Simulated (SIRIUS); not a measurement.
# TePb in SIRIUS: convergence with lmax of the augmentation

Input of the first run (lmax of the augmentation 4); the others differ in this setting and in those tied to it:

The input sirius.json:

```json
{
  "control": {
    "processing_unit": "cpu",
    "std_evp_solver_name": "lapack",
    "gen_evp_solver_name": "lapack",
    "verbosity": 2,
    "print_forces": true,
    "ortho_rf": true,
    "use_second_variation": true,
    "rmt_max": 3.0,
    "num_bands_to_print": 24,
    "save_wf": true
  },
  "parameters": {
    "electronic_structure_method": "full_potential_lapwlo",
    "xc_functionals": ["XC_LDA_X", "XC_LDA_C_PW"],
    "core_relativity": "dirac",
    "valence_relativity": "iora",
    "num_fv_states": 37,
    "smearing": "fermi_dirac",
    "smearing_width": 0.0018374661,
    "pw_cutoff": 20,
    "gk_cutoff": 3.4,
    "lmax_apw": 4,
    "lmax_rho": 8,
    "lmax_pot": 8,
    "num_mag_dims": 0,
    "auto_rmt": 0,
    "ngridk": [7, 7, 7],
    "shiftk": [0, 0, 0],
    "num_dft_iter": 80,
    "energy_tol": 1e-07,
    "density_tol": 1e-05,
    "use_symmetry": true
  },
  "settings": {"tol_ne": 1e-10},
  "iterative_solver": {"type": "exact"},
  "mixer": {"type": "anderson", "beta": 0.5, "max_history": 8},
  "unit_cell": {
    "lattice_vectors": [[0.0, 6.1057051087, 6.1057051087], [6.1057051087, 0.0, 6.1057051087], [6.1057051087, 6.1057051087, 0.0]],
    "atom_types": ["Pb", "Te"],
    "atom_files": {"Pb": "Pb.json", "Te": "Te.json"},
    "atoms": {"Pb": [[0.0, 0.0, 0.0]], "Te": [[0.5, 0.5, 0.5]]}
  }
}
```

Contents of Pb.json:

```json
{
  "name": "lead",
  "symbol": "Pb",
  "number": 82,
  "mass": 207.2,
  "rmin": 1e-06,
  "rmt": 2.65,
  "nrmt": 800,
  "rinf": 17.22,
  "core": "1s2s2p3s3p3d4s4p4d",
  "valence": [
    {"basis": [{"enu": -0.04, "dme": 0, "n": 0, "auto": 0}, {"enu": -0.04, "dme": 1, "n": 0, "auto": 0}]},
    {"l": 0, "n": 1, "basis": [{"enu": -0.0473, "dme": 0, "n": 0, "auto": 0}]},
    {"l": 1, "n": 2, "basis": [{"enu": 0.06, "dme": 0, "n": 0, "auto": 0}]},
    {"l": 2, "n": 3, "basis": [{"enu": 0.06, "dme": 0, "n": 0, "auto": 0}]},
    {"l": 3, "n": 4, "basis": [{"enu": 0.06, "dme": 0, "n": 0, "auto": 0}]},
    {"l": 4, "n": 5, "basis": [{"enu": 0.06, "dme": 0, "n": 0, "auto": 0}]}
  ],
  "lo": [
    {
      "l": 0,
      "basis": [{"enu": -0.0473, "dme": 0, "n": 0, "auto": 0}, {"enu": -0.0473, "dme": 1, "n": 0, "auto": 0}]
    },
    {
      "l": 0,
      "basis": [{"enu": -5.0861, "dme": 0, "n": 5, "auto": 1}, {"enu": -5.0861, "dme": 1, "n": 5, "auto": 1}]
    },
    {
      "l": 0,
      "basis": [{"enu": -5.0861, "dme": 1, "n": 5, "auto": 1}, {"enu": -0.0473, "dme": 0, "n": 0, "auto": 0}]
    },
    {
      "l": 0,
      "basis": [{"enu": -0.0473, "dme": 0, "n": 0, "auto": 0}, {"enu": 2.231, "dme": 0, "n": 0, "auto": 0}]
    },
    {"l": 1, "basis": [{"enu": 0.06, "dme": 0, "n": 0, "auto": 0}, {"enu": 0.06, "dme": 1, "n": 0, "auto": 0}]},
    {
      "l": 1,
      "basis": [{"enu": -2.9546, "dme": 0, "n": 5, "auto": 1}, {"enu": -2.9546, "dme": 1, "n": 5, "auto": 1}]
    },
    {
      "l": 1,
      "basis": [{"enu": -2.9546, "dme": 1, "n": 5, "auto": 1}, {"enu": 0.06, "dme": 0, "n": 0, "auto": 0}]
    },
    {"l": 1, "basis": [{"enu": 0.06, "dme": 0, "n": 0, "auto": 0}, {"enu": 2.6801, "dme": 0, "n": 0, "auto": 0}]},
    {"l": 2, "basis": [{"enu": 0.06, "dme": 0, "n": 0, "auto": 0}, {"enu": 0.06, "dme": 1, "n": 0, "auto": 0}]},
    {
      "l": 2,
      "basis": [{"enu": -0.5887, "dme": 0, "n": 5, "auto": 1}, {"enu": -0.5887, "dme": 1, "n": 5, "auto": 1}]
    },
    {
      "l": 2,
      "basis": [{"enu": -0.5887, "dme": 1, "n": 5, "auto": 1}, {"enu": 0.06, "dme": 0, "n": 0, "auto": 0}]
    },
    {"l": 2, "basis": [{"enu": 0.06, "dme": 0, "n": 0, "auto": 0}, {"enu": 3.0219, "dme": 0, "n": 0, "auto": 0}]},
    {"l": 3, "basis": [{"enu": 0.06, "dme": 0, "n": 0, "auto": 0}, {"enu": 0.06, "dme": 1, "n": 0, "auto": 0}]},
    {
      "l": 3,
      "basis": [{"enu": -4.7174, "dme": 0, "n": 4, "auto": 1}, {"enu": -4.7174, "dme": 1, "n": 4, "auto": 1}]
    },
    {
      "l": 3,
      "basis": [{"enu": -4.7174, "dme": 1, "n": 4, "auto": 1}, {"enu": 0.06, "dme": 0, "n": 0, "auto": 0}]
    },
    {"l": 3, "basis": [{"enu": 0.06, "dme": 0, "n": 0, "auto": 0}, {"enu": 3.3637, "dme": 0, "n": 0, "auto": 0}]},
    {"l": 4, "basis": [{"enu": 0.06, "dme": 0, "n": 0, "auto": 0}, {"enu": 0.06, "dme": 1, "n": 0, "auto": 0}]},
    {"l": 4, "basis": [{"enu": 0.06, "dme": 0, "n": 0, "auto": 0}, {"enu": 2.7941, "dme": 0, "n": 0, "auto": 0}]}
  ],
  "free_atom": [... radial grid and density of the free atom, the start of the SCF ...]
}
```

The input Te.json:

```json
{
  "name": "tellurium",
  "symbol": "Te",
  "number": 52,
  "mass": 127.6,
  "rmin": 1e-06,
  "rmt": 2.54,
  "nrmt": 800,
  "rinf": 14.28,
  "core": "1s2s2p3s3p3d",
  "valence": [
    {"basis": [{"enu": -0.04, "dme": 0, "n": 0, "auto": 0}, {"enu": -0.04, "dme": 1, "n": 0, "auto": 0}]},
    {"l": 0, "n": 1, "basis": [{"enu": -0.0591, "dme": 0, "n": 0, "auto": 0}]},
    {"l": 1, "n": 2, "basis": [{"enu": 0.06, "dme": 0, "n": 0, "auto": 0}]},
    {"l": 2, "n": 3, "basis": [{"enu": 0.06, "dme": 0, "n": 0, "auto": 0}]},
    {"l": 3, "n": 4, "basis": [{"enu": 0.06, "dme": 0, "n": 0, "auto": 0}]}
  ],
  "lo": [
    {
      "l": 0,
      "basis": [{"enu": -0.0591, "dme": 0, "n": 0, "auto": 0}, {"enu": -0.0591, "dme": 1, "n": 0, "auto": 0}]
    },
    {
      "l": 0,
      "basis": [{"enu": -5.7239, "dme": 0, "n": 4, "auto": 1}, {"enu": -5.7239, "dme": 1, "n": 4, "auto": 1}]
    },
    {
      "l": 0,
      "basis": [{"enu": -5.7239, "dme": 1, "n": 4, "auto": 1}, {"enu": -0.0591, "dme": 0, "n": 0, "auto": 0}]
    },
    {
      "l": 0,
      "basis": [{"enu": -0.0591, "dme": 0, "n": 0, "auto": 0}, {"enu": 2.4209, "dme": 0, "n": 0, "auto": 0}]
    },
    {"l": 1, "basis": [{"enu": 0.06, "dme": 0, "n": 0, "auto": 0}, {"enu": 0.06, "dme": 1, "n": 0, "auto": 0}]},
    {
      "l": 1,
      "basis": [{"enu": -3.906, "dme": 0, "n": 4, "auto": 1}, {"enu": -3.906, "dme": 1, "n": 4, "auto": 1}]
    },
    {"l": 1, "basis": [{"enu": -3.906, "dme": 1, "n": 4, "auto": 1}, {"enu": 0.06, "dme": 0, "n": 0, "auto": 0}]},
    {"l": 1, "basis": [{"enu": 0.06, "dme": 0, "n": 0, "auto": 0}, {"enu": 2.912, "dme": 0, "n": 0, "auto": 0}]},
    {"l": 2, "basis": [{"enu": 0.06, "dme": 0, "n": 0, "auto": 0}, {"enu": 0.06, "dme": 1, "n": 0, "auto": 0}]},
    {
      "l": 2,
      "basis": [{"enu": -1.2502, "dme": 0, "n": 4, "auto": 1}, {"enu": -1.2502, "dme": 1, "n": 4, "auto": 1}]
    },
    {
      "l": 2,
      "basis": [{"enu": -1.2502, "dme": 1, "n": 4, "auto": 1}, {"enu": 0.06, "dme": 0, "n": 0, "auto": 0}]
    },
    {"l": 2, "basis": [{"enu": 0.06, "dme": 0, "n": 0, "auto": 0}, {"enu": 3.284, "dme": 0, "n": 0, "auto": 0}]},
    {"l": 3, "basis": [{"enu": 0.06, "dme": 0, "n": 0, "auto": 0}, {"enu": 0.06, "dme": 1, "n": 0, "auto": 0}]},
    {"l": 3, "basis": [{"enu": 0.06, "dme": 0, "n": 0, "auto": 0}, {"enu": 2.757, "dme": 0, "n": 0, "auto": 0}]}
  ],
  "free_atom": [... radial grid and density of the free atom, the start of the SCF ...]
}
```

Contents of sirius_start.json:

```json
{
  "control": {
    "processing_unit": "cpu",
    "std_evp_solver_name": "lapack",
    "gen_evp_solver_name": "lapack",
    "verbosity": 1,
    "print_forces": false,
    "ortho_rf": true,
    "use_second_variation": true,
    "rmt_max": 3.0,
    "num_bands_to_print": 24,
    "save_wf": false
  },
  "parameters": {
    "electronic_structure_method": "full_potential_lapwlo",
    "xc_functionals": ["XC_LDA_X", "XC_LDA_C_PW"],
    "core_relativity": "dirac",
    "valence_relativity": "iora",
    "num_fv_states": 37,
    "smearing": "fermi_dirac",
    "smearing_width": 0.0055123983,
    "pw_cutoff": 20,
    "gk_cutoff": 2.72,
    "lmax_apw": 4,
    "lmax_rho": 8,
    "lmax_pot": 8,
    "num_mag_dims": 0,
    "auto_rmt": 0,
    "ngridk": [3, 3, 3],
    "shiftk": [0, 0, 0],
    "num_dft_iter": 30,
    "energy_tol": 0.01,
    "density_tol": 0.05,
    "use_symmetry": true
  },
  "settings": {"tol_ne": 1e-10},
  "iterative_solver": {"type": "exact"},
  "mixer": {"type": "anderson", "beta": 0.5, "max_history": 8},
  "unit_cell": {
    "lattice_vectors": [[0.0, 6.1057051087, 6.1057051087], [6.1057051087, 0.0, 6.1057051087], [6.1057051087, 6.1057051087, 0.0]],
    "atom_types": ["Pb", "Te"],
    "atom_files": {"Pb": "Pb.json", "Te": "Te.json"},
    "atoms": {"Pb": [[0.0, 0.0, 0.0]], "Te": [[0.5, 0.5, 0.5]]}
  }
}
```

Potentials or basis: all-electron FP-LAPW, apw+lo standard.

Launch:

```sh
$ OMP_NUM_THREADS=1 sirius.scf --input=sirius_start.json --output=start.json
$ OMP_NUM_THREADS=1 sirius.scf --input=sirius.json --output=output.json --task=1
```

Hardware: 1 thread of Arm Neoverse V2, with other jobs on the host.

The values tried are 4, 5, 6, 8, 10, 12, 14, loosest first. From which on does the energy stay within 1 meV/atom of the tightest run that finished?

From 8 on.

| lmax of the augmentation | energy less the tightest run, at zero smearing (meV/atom) | SCF cycles | CPU time (s) | peak memory (GiB) |
| --- | --- | --- | --- | --- |
| 4 | -44.60 | 7 | 63 | 0.39 |
| 5 | -10.99 | 7 | 64 | 0.4 |
| 6 | -2.49 | 7 | 65 | 0.42 |
| 8 | -0.26 | 7 | 69 | 0.46 |
| 10 | -0.05 | 7 | 76 | 0.52 |
| 12 | 0.00 | 7 | 85 | 0.59 |
| 14 | 0.00 | 7 | 97 | 0.69 |

The tightest run that finished is the yardstick and may itself not be fully converged.

Caveat, for the tightest run too: this odd mesh misses L, where the gap lies, so gap, dielectric constants and Born charges aren't listed. Spin-orbit coupling is left out, which matters for the levels of Pb, Te.
